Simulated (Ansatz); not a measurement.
The system is GaN.

```
CELL_PARAMETERS angstrom
0.00000 2.25350 2.25350
2.25350 0.00000 2.25350
2.25350 2.25350 0.00000
ATOMIC_POSITIONS crystal
Ga 0.00000 0.00000 0.00000
N 0.25000 0.25000 0.25000
```

The cell is a database's computed one.

```yaml
Program: Ansatz 0.2.0
Task: relaxation of cell and atoms
Functional: PBEsol
Dispersion: D4
Potentials_or_basis: Ansatz PAW
Cutoff: "420 eV (not typed: the program's choice for these potentials)"
k_mesh: 10 × 10 × 10
Occupations: fermi-dirac, width 0.05 eV
Spin: no spin polarisation
```

At the start: volume 11.44 Å³/atom.

**Question.** How do energy, volume and symmetry change on relaxing?

**Answer.** It ends after 7 steps and the volume is 11.18 Å³/atom (-2.3 %); space group F-43m (No. 216, to 0.05 Å).

Step by step:
```
step  energy change (eV)  largest force (eV/Å)  volume (Å³)
   1              0.0000                0.0000        22.89
   2             -0.0068                0.0000        22.58
   3             -0.0086                0.0000        22.37
   4             -0.0086                0.0000        22.38
   5             -0.0072                0.0000        22.38
   6             -0.0072                0.0000        22.37
   7             -0.0072                0.0000        22.37
```

Final structure:
```cif
data_structure
_symmetry_space_group_name_H-M 'P 1'
_symmetry_Int_Tables_number 1
_cell_length_a 3.1626
_cell_length_b 3.1626
_cell_length_c 3.1626
_cell_angle_alpha 60.000
_cell_angle_beta 60.000
_cell_angle_gamma 60.000
_cell_volume 22.37
loop_
_atom_site_label
_atom_site_type_symbol
_atom_site_fract_x
_atom_site_fract_y
_atom_site_fract_z
_atom_site_occupancy
Ga1 Ga 0.00000 0.00000 0.00000 1
N1 N 0.25000 0.25000 0.25000 1
```

Caveat: the plane-wave basis is chosen anew once the cell has moved, so the energies of steps on either side of that aren't comparable; the pressure holds a Pulay correction of +0.5 GPa for the finite cutoff; the PAW data sets come from PBE, with cores solved anew for the run's functional, which leaves a small shift of forces and pressure.
